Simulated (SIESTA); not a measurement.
The system is Ag.

```
CELL_PARAMETERS angstrom
0.00000 2.04275 2.04275
2.04275 0.00000 2.04275
2.04275 2.04275 0.00000
ATOMIC_POSITIONS crystal
Ag 0.00000 0.00000 0.00000
```

Base run:

```yaml
Program: SIESTA 5.4.2
Functional: PBE
Potentials_or_basis: PseudoDojo 0.4 standard (PBE files)
Basis: TZP (energy shift 0.003 Ry; two zetas on semicore shells)
Grid_cutoff: 800 Ry
Energy_shift: 0.003 Ry
k_mesh: 11 × 11 × 11
Occupations: fermi-dirac, width 0.05 eV
Spin: no spin polarisation
```

Its results: band gap on the k mesh none (metal or under the smearing width); pressure 4.5 GPa.

Problem. The run is repeated on the same cell with these changes: basis from TZP (energy shift 0.003 Ry; two zetas on semicore shells) to DZ (energy shift 0.003 Ry; two zetas on semicore shells). What comes out?

Solution. Band gap on the k mesh none (metal or under the smearing width); pressure 2.6 GPa.

Caveats: short orbitals over semicore shells can move pressures by several GPa; the basis of atomic orbitals isn't converged, which shifts pressures, moduli and gaps; the basis has no polarisation orbitals (some runs).
